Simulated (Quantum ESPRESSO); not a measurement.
Runs of Quantum ESPRESSO 7.5 on NiO2. The structure is trigonal, space group P-3m1 (No. 164). Conventional cell: a = 2.799 Å, b = 2.799 Å, c = 4.618 Å, α = 90.00°, β = 90.00°, γ = 120.00°. Ni (site symmetry -3m) has 6 O at 1.88 Å as nearest neighbours. O (site symmetry 3m) is surrounded by 3 Ni at 1.88 Å. The cell comes from a database or a generator and needn't be the stable form of this composition.

| task | level | potentials or basis | cell | form of the LDA correlation | gap on the mesh (eV) | pressure (GPa) | moment (μB) | largest force (eV/Å) |
| --- | --- | --- | --- | --- | --- | --- | --- | --- |
| single point | PBEsol | GBRV 1.5 PBEsol | as given | - | 0.92 | -4.1 | 0.00 | 0.41 |
| band structure | LDA | GBRV 1.5 LDA | as given | PZ81 | (a) | -10.4 | 0.00 | 0.78 |
| band structure | PBEsol | GBRV 1.5 PBEsol | as given | - | 0.92 | -4.1 | 0.00 | 0.41 |
| single point | PBEsol | GBRV 1.5 PBEsol | atoms moved at random, drawn with an rms of 0.05 Å | - | 0.82 | -5.6 | 0.00 | 1.68 |

Alike in all rows: spin collinear, ferromagnetic start; k mesh 11 × 11 × 6; cutoff (eV) 612; smearing fermi-dirac 0.05 eV.

Problem. Fill in the values left out.

Solution. (a) 0.87.

Caveats: an odd mesh through Γ misses points on the zone boundary, where band edges often lie (some runs).
